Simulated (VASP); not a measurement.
# K in VASP: further runs

The runs below take K through work function, with LDA, PBE.

Everything below comes from runs of VASP 6.6.1. Logs are shortened: lines on timing, memory, paths and dates and some standing lists are left out, and cuts for length are marked.

### 1 Starting point

The cell holds a slab with vacuum, 3 atoms: a = 4.535 Å, b = 4.535 Å, c = 22.405 Å, α = 90.00°, β = 90.00°, γ = 109.47°.

The slab is cut from a database's or a generator's crystal, which needn't be the stable form of the element.

### 2 Work function, LDA

File INCAR:

```
PREC = Accurate ; ENCUT = 520
EDIFF = 1E-6 ; ISMEAR = -1
SIGMA = 0.05 ; LREAL = False
LASPH = True ; NELM = 80
ALGO = Fast ; ISIF = 2
LWAVE = False ; LCHARG = True
LDIPOL = True ; IDIPOL = 3
DIPOL = 0.5 0.5 0.500 ; GGA = CA
LELF = True ; LVHAR = True
LVACPOTAV = True
```

File KPOINTS:

```
regular mesh
0
Gamma
  6 6 1
```

File POSCAR:

```
K
1.0
    4.5345090142      0.0000000000      0.0000000000
   -1.5115030047      4.2751760977      0.0000000000
    0.0000000000      0.0000000000     22.4048222126
K
3
Direct
    0.5000000000      0.5000000000      0.3347493646
    0.0000000000      0.0000000000      0.5000000000
    0.5000000000      0.5000000000      0.6652506354
```

Potentials or basis: VASP PAW LDA potentials, release 64 (K_sv).

Command:

```sh
$ cat potpaw_LDA.64/K_sv/POTCAR > POTCAR
$ mpirun -np 1 vasp_std > vasp.out
```

OUTCAR:

```text
PREC = Accurate
   ENCUT = 520
   EDIFF = 1E-6
   ISMEAR = -1
   LREAL = False
   LASPH = True
   NELM = 80
   ISIF = 2
   GGA = CA

 ion  position               nearest neighbor table
   1  0.500  0.500  0.335-
   2  0.000  0.000  0.500-
   3  0.500  0.500  0.665-

  LATTYP: Found a base centered orthorhombic cell.
 ALAT       =     5.2360000000
 B/A-ratio  =     1.4142135624
 C/A-ratio  =     4.2789958389

  Lattice vectors:

 A1 = (   4.5345090142,   0.0000000000,   0.0000000000)
 A2 = (  -1.5115030047,   4.2751760977,   0.0000000000)
 A3 = (   0.0000000000,   0.0000000000,  22.4048222126)

Analysis of symmetry for initial positions (statically):
=====================================================================
 Subroutine PRICEL returns:
 Original cell was already a primitive cell.

 Routine SETGRP: Setting up the symmetry group for a
 base centered orthorhombic supercell.

 Subroutine GETGRP returns: Found  8 space group operations
 (whereof  8 operations were pure point group operations)
 out of a pool of  8 trial point group operations.

The static configuration has the point symmetry D_2h.

Analysis of symmetry for dynamics (positions and initial velocities):
=====================================================================
 Subroutine PRICEL returns:
 Original cell was already a primitive cell.

 Routine SETGRP: Setting up the symmetry group for a
 base centered orthorhombic supercell.

 Subroutine GETGRP returns: Found  8 space group operations
 (whereof  8 operations were pure point group operations)
 out of a pool of  8 trial point group operations.

The dynamic configuration has the point symmetry D_2h.

 Subroutine INISYM returns: Found  8 space group operations
 (whereof  8 operations are pure point group operations),
 and found     1 'primitive' translations

----------------------------------------------------------------------------------------

                                     Primitive cell

  volume of cell :     434.3360

  direct lattice vectors                    reciprocal lattice vectors
     4.534509014  0.000000000  0.000000000     0.220531042  0.077969498  0.000000000
    -1.511503005  4.275176098  0.000000000     0.000000000  0.233908493  0.000000000
     0.000000000  0.000000000 22.404822213     0.000000000  0.000000000  0.044633249

  length of vectors
     4.534509014  4.534509014 22.404822213     0.233908493  0.233908493  0.044633249

  position of ions in fractional coordinates (direct lattice)
     0.500000000  0.500000000  0.334749365
     0.000000000  0.000000000  0.500000000
     0.500000000  0.500000000  0.665250635

  ion indices of the primitive-cell ions
   primitive index   ion index
                 1           1
                 2           2
                 3           3

----------------------------------------------------------------------------------------

 KPOINTS: regular mesh

Automatic generation of k-mesh.
 Grid dimensions read from file:
 generate k-points for:    6    6    1

 Generating k-lattice:

  Cartesian coordinates                     Fractional coordinates (reciprocal lattice)
     0.036755174  0.012994916  0.000000000     0.166666667  0.000000000  0.000000000
     0.000000000  0.038984749  0.000000000     0.000000000  0.166666667  0.000000000
     0.000000000  0.000000000  0.044633249     0.000000000  0.000000000  1.000000000

  Length of vectors
     0.038984749  0.038984749  0.044633249

  Shift w.r.t. Gamma in fractional coordinates (k-lattice)
     0.000000000  0.000000000  0.000000000

 Subroutine IBZKPT returns following result:
 ===========================================

 Found     13 irreducible k-points:

 Following reciprocal coordinates:
            Coordinates               Weight
  0.000000  0.000000  0.000000      1.000000
  0.166667  0.000000  0.000000      4.000000
  0.333333  0.000000  0.000000      4.000000
  0.500000  0.000000  0.000000      2.000000
  0.166667  0.166667  0.000000      2.000000
  0.333333  0.166667  0.000000      4.000000
  0.500000  0.166667  0.000000      4.000000
 -0.333333  0.166667  0.000000      4.000000
 -0.166667  0.166667  0.000000      2.000000
  0.333333  0.333333  0.000000      2.000000
  0.500000  0.333333  0.000000      4.000000
 -0.333333  0.333333  0.000000      2.000000
  0.500000  0.500000  0.000000      1.000000
   k-points           NKPTS =     13   k-points in BZ     NKDIM =     13   number of bands    NBANDS=     17
   number of dos      NEDOS =    301   number of ions     NIONS =      3
   total plane-waves  NPLWV = 217728
   dimension x,y,z NGX =    36 NGY =   36 NGZ =  168
   dimension x,y,z NGXF=    72 NGYF=   72 NGZF=  336
   ions per type =               3
   NGX,Y,Z   is equivalent  to a cutoff of  13.20, 13.20, 12.47 a.u.
   NGXF,Y,Z  is equivalent  to a cutoff of  26.40, 26.40, 24.93 a.u.
 SYSTEM =  unknown system
   PREC   = accura    normal or accurate (medium, high low for compatibility)
   ISTART =      0    job   : 0-new  1-cont  2-samecut
   ICHARG =      2    charge: 1-file 2-atom 10-const
   ISPIN  =      1    spin polarized calculation?
   LNONCOLLINEAR =      F non collinear calculations
   LSORBIT =      F    spin-orbit coupling
   LASPH  =      T    aspherical Exc in radial PAW
   ENCUT  =  520.0 eV  38.22 Ry    6.18 a.u.   8.43  8.43 41.66*2*pi/ulx,y,z
   NELM   =     80;   NELMIN=  2; NELMDL= -5     # of ELM steps
   EDIFF  = 0.1E-05   stopping-criterion for ELM
   LREAL  =      F    real-space projection
   EDIFFG = 0.1E-04   stopping-criterion for IOM
   NSW    =      0    number of steps for IOM
   IBRION =     -1    ionic relax: 0-MD 1-quasi-New 2-CG
   NFREE  =      0    steps in history (QN), initial steepest desc. (CG)
   ISIF   =      2    stress and relaxation
   ISYM   =      2    0-nonsym 1-usesym 2-fastsym
   POTIM  = 0.5000    time-step for ionic-motion
   TEBEG  =    0.0;   TEEND  =   0.0 temperature during run
   PSTRESS=    0.0 pullay stress
   NELECT =      27.0000    total number of electrons
   NUPDOWN=      -1.0000    fix difference up-down
   EMIN   =  10.00;   EMAX   =-10.00  energy-range for DOS
   EFERMI =   0.00;   METHOD = LEGACY
   ISMEAR =    -1;   SIGMA  =   0.05  broadening in eV -4-tet -1-fermi 0-gaus
   EFERMI_NEDOS =   21; number of points for ismear=-14 and -15
   IALGO  =     68    algorithm
   IMIX   =      4    mixing-type and parameters
     AMIX     =   0.40;   BMIX     =  1.00
     AMIX_MAG =   1.60;   BMIX_MAG =  1.00
  volume/ion in A,a.u.               =     144.78       977.01
  Fermi-wavevector in a.u.,A,eV,Ry     =   0.648516  1.225518  5.722247  0.420573
  Thomas-Fermi vector in A             =   1.717174
   LORBIT       =      0    0 simple, 1 ext, 2 COOP (PROOUT), +10 PAW based schemes
   GGA     = CA    functional components
   LHFCALC =     F    Hartree Fock is set to
   AEXX    =    0.0000 exact exchange contribution
   IVDW    =     0    specifies the selected vdW correction
   LEPSILON=     F    determine dielectric tensor
   LRPA    =     F    only Hartree local field effects (RPA)
 non-spin polarized calculation
 RMM-DIIS sequential band-by-band and
  energy-cutoff  :      520.00
  volume of cell :      434.34
 maximum number of plane-waves:     11730
 NGX is ok and might be reduce to    36
   NGX = 17   NGY = 17   NGZ = 83

 number of electron      26.9999999 magnetization

 dipolmoment           0.000000      0.000000     -0.000000 electrons x Angstroem

 Free energy of the ion-electron system (eV)
  ---------------------------------------------------
  ext. energy  EPLUGINS =         0.00000000
  ---------------------------------------------------
  free energy    TOTEN  =        -3.15832009 eV

  energy without entropy =       -3.13782114  energy(sigma->0) =       -3.14807061

 E-fermi :  -1.3255     XC(G=0):  -3.5587

 val. band max:       -1.4256176932   @ k =   0.5000   0.1667   0.0000
 cond. band min:      -1.2498950444   @ k =   0.3333   0.1667   0.0000
 fundamental gap:      0.1757226488
 Fermi energy:        -1.3254569233

 k-point     1 :       0.0000    0.0000    0.0000
  band No.  band energies     occupation
      1     -33.3497      2.00000
      2     -33.3497      2.00000
      3     -33.1442      2.00000
      4     -17.0794      2.00000
      5     -17.0764      2.00000
      6     -17.0305      2.00000
[... 9 lines left out ...]
     16      -0.6411      0.00000
     17       0.0175      0.00000

 k-point     2 :       0.1667    0.0000    0.0000
  band No.  band energies     occupation
      1     -33.3491      2.00000
      2     -33.3491      2.00000
      3     -33.1436      2.00000
      4     -17.0771      2.00000
      5     -17.0752      2.00000
      6     -17.0414      2.00000
[... 9 lines left out ...]
     16      -0.4830      0.00000
     17       0.2229      0.00000

 k-point     3 :       0.3333    0.0000    0.0000
  band No.  band energies     occupation
      1     -33.3479      2.00000
      2     -33.3479      2.00000
      3     -33.1424      2.00000
      4     -17.0731      2.00000
      5     -17.0727      2.00000
      6     -17.0690      2.00000
[... 9 lines left out ...]
     16      -0.0134      0.00000
     17       0.0868      0.00000

 k-point     4 :       0.5000    0.0000    0.0000
  band No.  band energies     occupation
      1     -33.3472      2.00000
      2     -33.3472      2.00000
      3     -33.1418      2.00000
      4     -17.0831      2.00000
      5     -17.0820      2.00000
      6     -17.0721      2.00000
[... 9 lines left out ...]
     16      -0.5621      0.00000
     17       0.1148      0.00000
[... 123 lines left out ...]
      1     -33.3458      2.00000
      2     -33.3458      2.00000
      3     -33.1403      2.00000
      4     -17.0823      2.00000
      5     -17.0822      2.00000
      6     -17.0682      2.00000
[... 9 lines left out ...]
     16       0.2114      0.00000
     17       0.3764      0.00000

 k-point    12 :      -0.3333    0.3333    0.0000
  band No.  band energies     occupation
      1     -33.3464      2.00000
      2     -33.3464      2.00000
      3     -33.1409      2.00000
      4     -17.0726      2.00000
      5     -17.0726      2.00000
      6     -17.0704      2.00000
[... 9 lines left out ...]
     16       0.1368      0.00000
     17       0.7823      0.00000

 k-point    13 :       0.5000    0.5000    0.0000
  band No.  band energies     occupation
      1     -33.3453      2.00000
      2     -33.3453      2.00000
      3     -33.1398      2.00000
      4     -17.0889      2.00000
      5     -17.0887      2.00000
      6     -17.0676      2.00000
[... 9 lines left out ...]
     16      -0.1659      0.00000
     17       0.2881      0.00000

------------------------ aborting loop because EDIFF is reached ----------------------------------------

  FORCE on cell =-STRESS in cart. coord.  units (eV):
  Direction    XX          YY          ZZ          XY          YZ          ZX
  --------------------------------------------------------------------------------------
  -------------------------------------------------------------------------------------
  Total       -0.7093029     -0.8257350     -0.3578485     -0.1646599      0.0000000      0.0000000
  in kB       -2.6164747     -3.0459693     -1.3200306     -0.6073971      0.0000000      0.0000000
  external PRESSURE =      -2.3274915 kB  Pullay stress =       0.0000000 kB

 VOLUME and BASIS-vectors are now :
 -----------------------------------------------------------------------------
  energy-cutoff  :      520.00
  volume of cell :      434.34
      direct lattice vectors                 reciprocal lattice vectors
     4.534509014  0.000000000  0.000000000     0.220531042  0.077969498  0.000000000
    -1.511503005  4.275176098  0.000000000     0.000000000  0.233908493  0.000000000
     0.000000000  0.000000000 22.404822213     0.000000000  0.000000000  0.044633249

 POSITION                                       TOTAL-FORCE (eV/Angst)
 -----------------------------------------------------------------------------------
      1.51150      2.13759      7.50000        -0.000000      0.000000      0.046678
      0.00000      0.00000     11.20241         0.000000      0.000000      0.000000
      1.51150      2.13759     14.90482         0.000000     -0.000000     -0.046678
 -----------------------------------------------------------------------------------
    total drift:                                0.000000     -0.000000      0.000000

  FREE ENERGIE OF THE ION-ELECTRON SYSTEM (eV)
  ---------------------------------------------------
  free  energy   TOTEN  =        -3.1583200866 eV

  energy  without entropy=       -3.1378211379  energy(sigma->0) =       -3.14807061

 vacuum level on the upper side and lower side of the slab         1.212         1.212
```

It took 1.9 min on 1 thread of Intel Xeon 6975P-C (Granite Rapids), shared host; peak memory 0.38 GiB.

Results:

```
Free energy                     : -3.1583 eV
Largest force                   : 0.047 eV/Å
Band gap on the k mesh          : none (metal or under the smearing width)
Work function of the upper face : 2.54 eV
Work function of the lower face : 2.54 eV
```

Forces in eV/Å, atoms in the order of the input:
```
K    0.000  0.000  0.047
K    0.000  0.000  0.000
K    0.000  0.000 -0.047
```

### 3 Work function, PBE

Edit INCAR of step 2 so:

```diff
@@ -7,3 +7,3 @@
 LDIPOL = True ; IDIPOL = 3
-DIPOL = 0.5 0.5 0.500 ; GGA = CA
+DIPOL = 0.5 0.5 0.500 ; GGA = PE
 LELF = True ; LVHAR = True
```

KPOINTS is that of step 2.

POSCAR is that of step 2.

Potentials or basis: VASP PAW PBE potentials, release 64 (K_sv).

Command:

```sh
$ cat potpaw_PBE.64/K_sv/POTCAR > POTCAR
$ mpirun -np 1 vasp_std > vasp.out
```

OUTCAR:

```text
PREC = Accurate
   ENCUT = 520
   EDIFF = 1E-6
   ISMEAR = -1
   LREAL = False
   LASPH = True
   NELM = 80
   ISIF = 2
   GGA = PE

 ion  position               nearest neighbor table
   1  0.500  0.500  0.335-
   2  0.000  0.000  0.500-
   3  0.500  0.500  0.665-

  LATTYP: Found a base centered orthorhombic cell.
 ALAT       =     5.2360000000
 B/A-ratio  =     1.4142135624
 C/A-ratio  =     4.2789958389

  Lattice vectors:

[... 440 lines left out ...]

  FORCE on cell =-STRESS in cart. coord.  units (eV):
  Direction    XX          YY          ZZ          XY          YZ          ZX
  --------------------------------------------------------------------------------------
  -------------------------------------------------------------------------------------
  Total       -0.0328359     -0.1587504      0.0904366     -0.1780700      0.0000000      0.0000000
  in kB       -0.1211249     -0.5855979      0.3336025     -0.6568641      0.0000000      0.0000000
  external PRESSURE =      -0.1243734 kB  Pullay stress =       0.0000000 kB

 VOLUME and BASIS-vectors are now :
 -----------------------------------------------------------------------------
  energy-cutoff  :      520.00
  volume of cell :      434.34
      direct lattice vectors                 reciprocal lattice vectors
     4.534509014  0.000000000  0.000000000     0.220531042  0.077969498  0.000000000
    -1.511503005  4.275176098  0.000000000     0.000000000  0.233908493  0.000000000
     0.000000000  0.000000000 22.404822213     0.000000000  0.000000000  0.044633249

 POSITION                                       TOTAL-FORCE (eV/Angst)
 -----------------------------------------------------------------------------------
      1.51150      2.13759      7.50000         0.000000      0.000000     -0.014194
      0.00000      0.00000     11.20241         0.000000      0.000000      0.000000
      1.51150      2.13759     14.90482        -0.000000      0.000000      0.014194
 -----------------------------------------------------------------------------------
    total drift:                                0.000000     -0.000000      0.000000

  FREE ENERGIE OF THE ION-ELECTRON SYSTEM (eV)
  ---------------------------------------------------
  free  energy   TOTEN  =        -2.8864364253 eV

  energy  without entropy=       -2.8660000056  energy(sigma->0) =       -2.87621822

 vacuum level on the upper side and lower side of the slab         1.244         1.244
```

stdout:

```text
POSCAR found type information on POSCAR K
 POSCAR found :  1 types and       3 ions
 scaLAPACK will be used
 LDA part: xc-table for (Slater+PW92), standard interpolation
 POSCAR, INCAR and KPOINTS ok, starting setup
 FFT: planning ... GRIDC
 FFT: planning ... GRID_SOFT
 FFT: planning ... GRID
 WAVECAR not read
 entering main loop
 -----------------------------------------------------------------------------
|                                                                             |
|           W    W    AA    RRRRR   N    N  II  N    N   GGGG   !!!           |
|           W    W   A  A   R    R  NN   N  II  NN   N  G    G  !!!           |
|           W    W  A    A  R    R  N N  N  II  N N  N  G       !!!           |
|           W WW W  AAAAAA  RRRRR   N  N N  II  N  N N  G  GGG   !            |
|           WW  WW  A    A  R   R   N   NN  II  N   NN  G    G                |
|           W    W  A    A  R    R  N    N  II  N    N   GGGG   !!!           |
|                                                                             |
|     Did not find any points to average over, which means that no vacuum     |
|     field-free region was found. Please increase the size of  your cell     |
|     in the dimension of the dipole correction to obtain accurate            |
|     workfunction values.                                                    |
|                                                                             |
 -----------------------------------------------------------------------------
```

Run time: 2.1 min. Hardware: 1 thread of Intel Xeon 6975P-C (Granite Rapids), shared host; peak memory 0.5 GiB.

What came out:

| Property | Result |
| --- | --- |
| Free energy | -2.8864 eV |
| Largest force | 0.014 eV/Å |
| Band gap on the k mesh | none (metal or under the smearing width) |
| Work function of the upper face | 2.41 eV |
| Work function of the lower face | 2.41 eV |

Forces on the atoms (eV/Å):
```
K    0.000  0.000 -0.014
K    0.000  0.000  0.000
K    0.000  0.000  0.014
```
